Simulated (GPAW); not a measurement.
# How the form of the self-energy moves the gap of AlAs (F-43m)

Aim: compare treatments of exchange, screening and correlation for the gap of AlAs (F-43m).

Method: PBE and many-body steps on it, plane waves, in GPAW 26.7.0.

**The experiments to reproduce.**

- Gap 3.018 eV: lowest direct gap at Gamma; earlier measurement quoted from literature, technique not stated; 300 K; bulk crystal (pure AlAs, literature value used as model input) (quoted in “Simultaneous Measurement of Mid-Infrared Refractive Indices in Thin-Film Heterostructures: Methodology and Results for GaAs/AlGaAs”, 2023, arxiv:2301.08293).

### Step 1. Starting point

It takes space group F-43m (No. 216, cubic). The conventional cell has a = 5.661 Å, b = 5.661 Å, c = 5.661 Å, α = 90.00°, β = 90.00°, γ = 90.00°. Nearest to Al lie 4 As at 2.45 Å. As has 4 Al at 2.45 Å nearest. Farther neighbours are not listed.

Coordinates:

```cif
data_structure
_symmetry_space_group_name_H-M 'F-43m'
_symmetry_Int_Tables_number 216
_cell_length_a 5.6608
_cell_length_b 5.6608
_cell_length_c 5.6608
_cell_angle_alpha 90.000
_cell_angle_beta 90.000
_cell_angle_gamma 90.000
_cell_volume 181.40
loop_
_atom_site_label
_atom_site_type_symbol
_atom_site_symmetry_multiplicity
_atom_site_Wyckoff_symbol
_atom_site_fract_x
_atom_site_fract_y
_atom_site_fract_z
_atom_site_occupancy
Al1 Al 4 a 0.00000 0.00000 0.00000 1
As1 As 4 d 0.25000 0.25000 0.75000 1
```

The cell and positions come from the Crystallography Open Database and are kept as given unless a step says otherwise.

### Step 2. Empty states on the mesh, 4×4×4 mesh, 153 bands

This step: GPAW 26.7.0; DFT, PBE, plane waves, PAW.

The sums over transitions need many empty states on a uniform mesh; this step solves for them.

run.py reads:

```python
import json
import numpy as np
from gpaw.mpi import world
from gpaw import GPAW

calc = GPAW('gs.gpw').fixed_density(kpts={'size': (4, 4, 4), 'gamma': True},
    parallel={'domain': 1, 'band': 1},
    txt='nscf.txt')
calc.diagonalize_full_hamiltonian(nbands=153)
calc.write('full.gpw', mode='all')
res = {}
kpts = calc.get_ibz_k_points()
res['kpts'] = kpts
res['eigenvalues'] = [calc.get_eigenvalues(kpt=k) for k in range(len(kpts))]
res['n_electrons'] = calc.get_number_of_electrons()

if world.rank == 0:
    with open('result.json', 'w') as f:
        json.dump(res, f, default=lambda x: x.tolist())
```

On the command line:

```console
> mpirun -n 4 gpaw python run.py
```

Numbers of over 12 decimals in the logs are rounded to 6 here.

Output:

```text
Diagonalizing LCAO Hamiltonian
Converting LCAO to pw mode
convergence criteria:
- Maximum integral of absolute [eigenst]ate change: 4e-08 eV^2 / valence electron
maximum number of iterations: 100

SCF iterations
|iter     |     time |      energy | eigst |  dens |
|iter:   1|  |             | +0.95 |       |
|iter:   2|  |             | -0.69 |       |
|iter:   3|  |             | -2.68 |       |
[...]
|iter:   7|  |             | -6.07 |       |
|iter:   8|  |             | -7.07 |       |
|iter:   9|  |             | -7.62c|       |
SCF steps: 9
  __  _  _
 | _ |_)|_||  |
 |__||  | ||/\| - 26.7.0

Input parameters:
  mode=PW(ecut=450.000000),
  convergence={'density': 1e-06, 'bands': -3},
  gpts=array([20, 20, 20]),
  kpts=MonkhorstPack(size=(4, 4, 4), gamma=True),
  maxiter=100,
  nbands=11,
  occupations=Occupations(name='fermi-dirac', width=0.001, fixmagmom=False),
  parallel={'domain': 1, 'band': 1},
  xc=XC(name='PBE')
Matrix size: 982x982
# Writing to full.gpw (mode='all')
  [... matrices ...]

timing:  # [seconds]
  Total: 2.078  # ━━━━━━━━━━━━━━━━━━━━━━━━━━━━━━━━━━━━━━━━━━━━━━━━━━━━━━━━━━━
```

Run time: 4.5 s. Hardware: 4 MPI ranks of Arm Neoverse V2, shared host; peak memory 0.91 GiB.

This step gave:

| Quantity | Value |
| --- | --- |
| gap | 1.432 eV |
| k of the valence top | 0, 0, 0 |
| k of the conduction bottom | 0.5, 0.5, 0 |
| least direct gap | 2.064 eV |
| k points computed | 8 |
| lowest point of the top converged band, above the valence top | 117.5811 eV |

On this mesh the gap is 1.432 eV.

### Step 3. G0W0, Godby-Needs plasmon pole

G0W0 replaces the xc potential by the self-energy, built once from these orbitals. Only a window of levels is corrected, while the sums run over the empty bands that the input names.

This step: G0W0 on PBE, plane waves, PAW.

run.py reads:

```python
import json
import numpy as np
from gpaw.mpi import world
from gpaw.response.g0w0 import G0W0

gw = G0W0('full.gpw',
    filename='gw',
    kpts=[0, 5],
    bands=(2, 6),
    ecut=125,
    nbands=143,
    integrate_gamma='WS',
    ppa=True)
gw.calculate()
res = {mode: {k: v for k, v in r.items() if k != 'sigma_eskwn'}
       for mode, r in gw.all_results.items()}

if world.rank == 0:
    with open('result.json', 'w') as f:
        json.dump(res, f, default=lambda x: x.tolist())
```

On the command line:

```console
> mpirun -n 4 gpaw python run.py
```

Output:

```text
Using integrator: PointIntegrator
FrequencyGridDescriptor(from 0.000+0.000j to 0.000+27.211j eV, 2 points)
Nonperiodic BCs:  [False False False]
Using integrator: PointIntegrator
FrequencyGridDescriptor(from 0.000+0.000j to 0.000+27.211j eV, 2 points)
Nonperiodic BCs:  [False False False]
  ___  _ _ _
 |   || | | |
 | | || | | |
 |__ ||_____|
 |___|

BZ k-points: Symmetries present (total): 24

  [... matrices ...]
64 k-points: 4 x 4 x 4 Monkhorst-Pack grid + [1/8,1/8,1/8]
8 k-points in the irreducible part of the Brillouin zone
       k-points in crystal coordinates                weights
   0:     0.00000000    0.00000000    0.00000000          1/64
   1:     0.25000000    0.25000000    0.00000000          6/64
   2:     0.25000000    0.25000000    0.25000000          8/64
   3:     0.50000000    0.25000000   -0.25000000          6/64
   4:     0.50000000    0.25000000    0.25000000         12/64
   5:     0.50000000    0.50000000    0.00000000          3/64
   6:     0.50000000    0.50000000    0.25000000         24/64
   7:     0.50000000    0.50000000    0.50000000          4/64

Distributing spins, k-points and bands (1 x 2 x 4) over 4 processes
Number of blocks: 1

Quasi particle states:
k-points (IBZ indices): [0, 5]
Band range: (2, 6)
  [... matrices ...]
Computational parameters:
Plane wave cut-off: 125 eV
Number of bands: 143
Coulomb cutoff: None
Broadening: 0.1 eV

fxc modes: GW
Kernel: RPA
Using Godby-Needs plasmon-pole approximation:
  Fitting energy: i*E0, E0 = 1.000 Hartree
Summing all q:

Calculating screened Coulomb potential
No Coulomb truncation
FrequencyGridDescriptor(from 0.000+0.000j to 0.000+27.211j eV, 2 points)
Removing empty qpoint cache files...

Calculating chi0 body with:
    Ground state adapter containing:
    Number of spins: 1
    Number of kpoints: 64
    Number of irreducible kpoints: 8
    Number of completely occupied states: 4
    Number of partially occupied states: 4
    Occupied states memory: 0.48828125 M / cpu

    Linear response parametrization:
    q_c: [0.0, 0.0, 0.0]
    Number of frequency points: 2
    Planewave cutoff: 125.0
    Number of bands: 143
    Number of planewaves: 137
    Broadening (eta): 1e-06
    comm.size: 4
    kncomm.size: 4
    blockcomm.size: 1

    Memory estimate of potentially large arrays:
        chi0_wGG: 0.572784 M / cpu
Integrating chi0 body.

Symmetries of q_c:
    Direct symmetries (Uq -> q): 24
    Indirect symmetries (TUq -> q): 24
In total 48 allowed symmetries.

  [... matrices ...]
8 groups of equivalent kpoints. 87.5% reduction.

Integral kind: response function
Integrating chi0 head and wings.

Symmetries of q_c:
    Direct symmetries (Uq -> q): 24
    Indirect symmetries (TUq -> q): 24
In total 48 allowed symmetries.

  [... matrices ...]
8 groups of equivalent kpoints. 87.5% reduction.

Integral kind: response function wings

Calculating chi0 body with:
    Ground state adapter containing:
    Number of spins: 1
    Number of kpoints: 64
    Number of irreducible kpoints: 8
    Number of completely occupied states: 4
    Number of partially occupied states: 4
    Occupied states memory: 0.48828125 M / cpu

    Linear response parametrization:
[... the further q-points ...]

Results:
f:      Occupation numbers
eps:     KS-eigenvalues [eV]
vxc:     KS vxc [eV]
exx:     Exact exchange [eV]
sigma:   Self-energies [eV]
dsigma:  Self-energy derivatives
Z:       Renormalization factors
qp:      QP-energies [eV]

k-point 0 (0): (0.000, 0.000, 0.000)                GW
band       f     eps     vxc     exx   sigma  dsigma       Z      qp
                                                                   GW
   2   1.000   4.309 -13.914 -15.864   1.189  -0.275   0.784   3.713
   3   1.000   4.309 -13.914 -15.864   1.189  -0.275   0.784   3.713
   4   0.000   6.373 -13.840  -9.462  -3.791  -0.259   0.794   6.839
   5   0.000   8.603 -11.190  -6.618  -4.297  -0.275   0.784   8.818

k-point 1 (5): (0.500, 0.500, 0.000)                GW
band       f     eps     vxc     exx   sigma  dsigma       Z      qp
                                                                   GW
   2   1.000   2.136 -12.594 -15.404   1.834  -0.297   0.771   1.384
   3   1.000   2.136 -12.594 -15.404   1.834  -0.297   0.771   1.384
   4   0.000   5.742  -9.089  -5.384  -3.707  -0.248   0.802   5.740
   5   0.000   6.600 -10.238  -6.364  -3.757  -0.253   0.798   6.694
```

It took 19 s on 4 MPI ranks; peak memory 1 GiB.

Numbers from this step:

| Property | Result |
| --- | --- |
| G0W0 gap on the points computed | 2.027 eV |
| least direct G0W0 gap on the computed points | 3.126 eV |
| Z at the valence top | 0.7841 |
| Z at the conduction bottom | 0.8015 |
| starting gap on the mesh | 1.432 eV |
| k of the valence top | 0, 0, 0 |
| k of the conduction bottom | 0.5, 0.5, 0 |

The gap on the mesh goes from 1.43 eV to 2.03 eV, a correction of +0.59 eV.

### Step 4. G0W0, full frequency, Hilbert transform

run.py, as its differences from that of step 3:

```diff
@@ -12,3 +12,5 @@
     integrate_gamma='WS',
-    ppa=True)
+    frequencies={'type': 'nonlinear', 'domega0': 0.1, 'omega2': 15.0},
+    eta=0.1,
+    nblocksmax=True)
 gw.calculate()
```

On the command line:

```console
> mpirun -n 4 gpaw python run.py
```

Output:

```text
Using integrator: PointIntegrator
NonLinearFrequencyDescriptor(from 0.000 to 127.441 eV, 283 points)
Nonperiodic BCs:  [False False False]
Using integrator: PointIntegrator
NonLinearFrequencyDescriptor(from 0.000 to 127.441 eV, 283 points)
Nonperiodic BCs:  [False False False]
  ___  _ _ _
 |   || | | |
 | | || | | |
 |__ ||_____|
 |___|

BZ k-points: Symmetries present (total): 24

  [... matrices ...]
64 k-points: 4 x 4 x 4 Monkhorst-Pack grid + [1/8,1/8,1/8]
8 k-points in the irreducible part of the Brillouin zone
       k-points in crystal coordinates                weights
   0:     0.00000000    0.00000000    0.00000000          1/64
   1:     0.25000000    0.25000000    0.00000000          6/64
   2:     0.25000000    0.25000000    0.25000000          8/64
[...]
6:     0.50000000    0.50000000    0.25000000         24/64
   7:     0.50000000    0.50000000    0.50000000          4/64

Distributing spins, k-points and bands (1 x 2 x 4) over 1 process
Number of blocks: 4

Quasi particle states:
k-points (IBZ indices): [0, 5]
Band range: (2, 6)
  [... matrices ...]
Computational parameters:
Plane wave cut-off: 125 eV
Number of bands: 143
Coulomb cutoff: None
Broadening: 0.1 eV

fxc modes: GW
Kernel: RPA
Using full-frequency real axis integration
Summing all q:

Calculating screened Coulomb potential
No Coulomb truncation
NonLinearFrequencyDescriptor(from 0.000 to 127.441 eV, 283 points)
Removing empty qpoint cache files...

Calculating chi0 body with:
    Ground state adapter containing:
    Number of spins: 1
    Number of kpoints: 64
    Number of irreducible kpoints: 8
    Number of completely occupied states: 4
    Number of partially occupied states: 4
    Occupied states memory: 0.48828125 M / cpu

    Linear response parametrization:
    q_c: [0.0, 0.0, 0.0]
    Number of frequency points: 283
    Planewave cutoff: 125.0
    Number of bands: 143
    Number of planewaves: 137
    Broadening (eta): 0.1
    comm.size: 4
    kncomm.size: 1
    blockcomm.size: 4

    Memory estimate of potentially large arrays:
        chi0_wGG: 20.262249 M / cpu
Integrating chi0 body.

Symmetries of q_c:
    Direct symmetries (Uq -> q): 24
    Indirect symmetries (TUq -> q): 24
In total 48 allowed symmetries.

  [... matrices ...]
8 groups of equivalent kpoints. 87.5% reduction.

Integral kind: spectral function
Integrating chi0 head and wings.

Symmetries of q_c:
    Direct symmetries (Uq -> q): 24
    Indirect symmetries (TUq -> q): 24
In total 48 allowed symmetries.

  [... matrices ...]
8 groups of equivalent kpoints. 87.5% reduction.

Integral kind: spectral function wings

Calculating chi0 body with:
    Ground state adapter containing:
    Number of spins: 1
    Number of kpoints: 64
    Number of irreducible kpoints: 8
    Number of completely occupied states: 4
    Number of partially occupied states: 4
    Occupied states memory: 0.48828125 M / cpu

[... the further q-points ...]

Results:
f:      Occupation numbers
eps:     KS-eigenvalues [eV]
vxc:     KS vxc [eV]
exx:     Exact exchange [eV]
sigma:   Self-energies [eV]
dsigma:  Self-energy derivatives
Z:       Renormalization factors
qp:      QP-energies [eV]

k-point 0 (0): (0.000, 0.000, 0.000)                GW
band       f     eps     vxc     exx   sigma  dsigma       Z      qp
                                                                   GW
   2   1.000   4.309 -13.914 -15.864   1.163  -0.294   0.773   3.701
   3   1.000   4.309 -13.914 -15.864   1.163  -0.294   0.773   3.701
   4   0.000   6.373 -13.840  -9.462  -3.758  -0.323   0.756   6.842
[...]
k-point 1 (5): (0.500, 0.500, 0.000)                GW
band       f     eps     vxc     exx   sigma  dsigma       Z      qp
                                                                   GW
[...]
4   0.000   5.742  -9.089  -5.384  -3.653  -0.288   0.777   5.782
   5   0.000   6.600 -10.238  -6.364  -3.720  -0.267   0.790   6.722
```

Wall time 44 s (4 MPI ranks); peak memory 1.4 GiB.

Numbers from this step:

```
G0W0 gap on the points computed              : 2.081 eV
least direct G0W0 gap on the computed points : 3.140 eV
Z at the valence top                         : 0.7730
Z at the conduction bottom                   : 0.7767
starting gap on the mesh                     : 1.432 eV
k of the valence top                         : 0, 0, 0
k of the conduction bottom                   : 0.5, 0.5, 0
```

Against G0W0 in GPAW (4×4×4 mesh, 143 bands, screening to 125 eV, Godby-Needs plasmon pole), the gap moves by +0.054 eV.

### Step 5. G0W0, multipole

run.py, as its differences from that of step 4:

```diff
@@ -12,5 +12,3 @@
     integrate_gamma='WS',
-    frequencies={'type': 'nonlinear', 'domega0': 0.1, 'omega2': 15.0},
-    eta=0.1,
-    nblocksmax=True)
+    mpa={'npoles': 4, 'wrange': [0, 40], 'varpi': 20.0, 'eta0': 0.01, 'eta_rest': 1.0, 'alpha': 1})
 gw.calculate()
```

On the command line:

```console
> mpirun -n 4 gpaw python run.py
```

Output:

```text
Using integrator: PointIntegrator
FrequencyGridDescriptor(from 0.000+0.010j to 40.000+20.000j eV, 8 points)
Nonperiodic BCs:  [False False False]
Using integrator: PointIntegrator
FrequencyGridDescriptor(from 0.000+0.010j to 40.000+20.000j eV, 8 points)
Nonperiodic BCs:  [False False False]
  ___  _ _ _
 |   || | | |
 | | || | | |
 |__ ||_____|
 |___|

BZ k-points: Symmetries present (total): 24

  [... matrices ...]
64 k-points: 4 x 4 x 4 Monkhorst-Pack grid + [1/8,1/8,1/8]
8 k-points in the irreducible part of the Brillouin zone
[...]
GW
   2   1.000   4.309 -13.914 -15.864   1.213  -0.293   0.774   3.740
   3   1.000   4.309 -13.914 -15.864   1.213  -0.293   0.774   3.740
   4   0.000   6.373 -13.840  -9.462  -3.746  -0.275   0.784   6.868
[...]
k-point 1 (5): (0.500, 0.500, 0.000)                GW
band       f     eps     vxc     exx   sigma  dsigma       Z      qp
                                                                   GW
[...]
4   0.000   5.742  -9.089  -5.384  -3.638  -0.262   0.792   5.795
   5   0.000   6.600 -10.238  -6.364  -3.704  -0.267   0.789   6.735
```

The job ended after 39 s (4 MPI ranks; peak memory 1.1 GiB).

This step gave:

```
G0W0 gap on the points computed              : 2.055 eV
least direct G0W0 gap on the computed points : 3.129 eV
starting gap on the mesh                     : 1.432 eV
k of the valence top                         : 0, 0, 0
k of the conduction bottom                   : 0.5, 0.5, 0
```

Against G0W0 in GPAW (4×4×4 mesh, 143 bands, screening to 125 eV, Godby-Needs plasmon pole), the gap moves by +0.028 eV.

### Step 6. Side by side

Times are wall times on 4 MPI ranks of Arm Neoverse V2, shared host, good to a factor of about two.

```
                                    run   mesh  bands  screening cutoff (eV)  DFT gap (eV)  gap on the mesh (eV)  direct (eV)  time
         G0W0, Godby-Needs plasmon pole  4×4×4    143                    125         1.432                 2.027        3.126  19 s
G0W0, full frequency, Hilbert transform  4×4×4    143                    125         1.432                 2.081        3.140  44 s
                        G0W0, multipole  4×4×4    143                    125         1.432                 2.055        3.129  39 s
```

### Step 7. Summary of results

| Item | Value |
| --- | --- |
| G0W0, Godby-Needs plasmon pole | 2.027 eV |
| G0W0, full frequency, Hilbert transform | 2.081 eV |
| G0W0, multipole | 2.055 eV |
| known limits | not at the basis limit; no spin-orbit coupling; coarse k mesh |

G0W0, full frequency, Hilbert transform: +0.054 eV against G0W0, Godby-Needs plasmon pole. G0W0, multipole: +0.028 eV against G0W0, Godby-Needs plasmon pole. Against experiment, by G0W0, Godby-Needs plasmon pole: the direct gap of 3.13 eV lies +0.11 eV from the measured 3.018 eV (direct, 300 K, quoted 2023). An exciton line or allowed optical edge lies below the quasiparticle gap by the binding energy; a forbidden edge can push the onset above it. These are gaps on the mesh, at modest bands and cutoff. The calculation has static nuclei and no excitons; a measured gap holds zero-point and thermal motion, which mostly lowers it. Bands and cutoff are finite, so the gap is not at the basis limit. The miss can reach some tenths of an eV and take either sign; the mesh is an error of its own. These stock PAW sets were not made for GW; the filled d or f shell of As lies in the frozen core, which bears on start and correction. In the G0W0 runs levels were corrected at 2 k points alone, so a gap called «on the mesh» is the least over those, and an edge elsewhere would be missed. The 4×4×4 mesh is coarse for this cell, which bears on the long-range parts of exchange and screening. The many-body steps are scalar-relativistic: spin-orbit coupling is not in them.

[Paths, hosts, dates, memory and timing lines, banners, echoed tables and standing remarks are left out of the program output.]

[Logs are printed without paths, hosts, clocks, repeated set-up lines and the standing remarks that a program may print on its own settings, such as how far it seeks lower states.]

[Runs of the session that timed out or met a known fault of the program may be left out.]

[Hosts, paths, dates, database ids (printed as entryN), source tags and the programs' standing remarks are cut or masked in the printed files.]
